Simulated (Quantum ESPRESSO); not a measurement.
ZrSe2, 3 atoms in the cell. Symmetry: P-3m1, No. 164, trigonal system. The conventional cell has a = 3.798 Å, b = 3.798 Å, c = 6.192 Å, α = 90.00°, β = 90.00°, γ = 120.00°. Zr (site symmetry -3m) is surrounded by 6 Se at 2.68 Å. Se (site symmetry 3m) is surrounded by 3 Zr at 2.68 Å. 

| Property | Result |
| --- | --- |
| Program | Quantum ESPRESSO 7.5 |
| Task | phonons |
| Functional | PBEsol |
| Potentials or basis | GBRV 1.5 PBEsol |
| Cutoff | 612 eV |
| Density cutoff | 4898 eV |
| k mesh | 8 × 8 × 4, shifted |
| Occupations | fermi-dirac, width 0.05 eV |
| Spin | no spin polarisation |
| Mixing beta | 0.5 |
| Most SCF iterations | 120 |
| SCF threshold | 6e-10 Ry |

Potentials or basis: GBRV 1.5 PBEsol.

Command:

```bash
$ OMP_NUM_THREADS=1 pw.x -in pw.in > pw.out
$ OMP_NUM_THREADS=1 pw.x -in relax.in > relax.out
$ OMP_NUM_THREADS=1 pw.x -in scf2.in > scf2.out
$ OMP_NUM_THREADS=1 ph.x -in ph.in > ph.out
$ OMP_NUM_THREADS=1 dynmat.x -in dynmat.in > dynmat.out
$ OMP_NUM_THREADS=1 dynmat.x -in dynmat_lo.in > dynmat_lo.out
```

Hardware: 1 thread of Arm Neoverse V2 (shared host).

How long does it take, and how much memory?

It took 18 min on 1 thread of Arm Neoverse V2 (shared host), peak memory 0.27 GiB. Counts: scf iterations 122, k pools 1, bands 19, ion steps 15, k points 30, g dense 60239.
